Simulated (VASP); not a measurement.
# As: single point with PBE+D3(BJ)

As, a slab with vacuum:

```
As
1.0
     3.69300    0.00000    0.00000
    -1.84650    3.19823    0.00000
     0.00000    0.00000   28.57424
As
2
Cartesian
  0.0000 2.1322 13.5386
  1.8465 1.0661 15.0356
```

The slab is cut from a database's or a generator's crystal, which needn't be the stable form of the element.

* Program: VASP 6.6.1
* Task: single point
* Functional: PBE
* Dispersion: D3(BJ)
* Potentials or basis: VASP PAW PBE potentials, release 64 (As)
* Cutoff: 520 eV
* k mesh: 9 × 9 × 1
* Occupations: gaussian, width 0.02 eV
* Spin: no spin polarisation

* Largest force: 1.406 eV/Å
* Band gap on the k mesh: 1.35 eV, indirect (least direct gap 1.60 eV)
* Dispersion energy per atom: -0.196 eV
* Ionisation potential of the upper face: 5.03 eV

Forces in eV/Å, atoms in the order of the input:
```
As   0.000  0.000  1.406
As   0.000  0.000 -1.406
```

Levels at points of the mesh, in eV from the valence-band top:
| k point | band 1 | band 2 | band 3 | band 4 | band 5 | band 6 | band 7 | band 8 | band 9 | band 10 |
| --- | --- | --- | --- | --- | --- | --- | --- | --- | --- | --- |
| (0.00, 0.00, 0.00) | -12.97 | -7.59 | -0.88 | 0.00 | 0.00 | 1.60 | 3.10 | 3.10 | 4.59 | 4.75 |

Wall time 87 s on 1 thread of Intel(R) Xeon(R) Platinum 8488C (Sapphire Rapids) (shared host), peak memory 0.39 GiB.

PBE gaps usually lie below the measured ones, often by a third to a half.
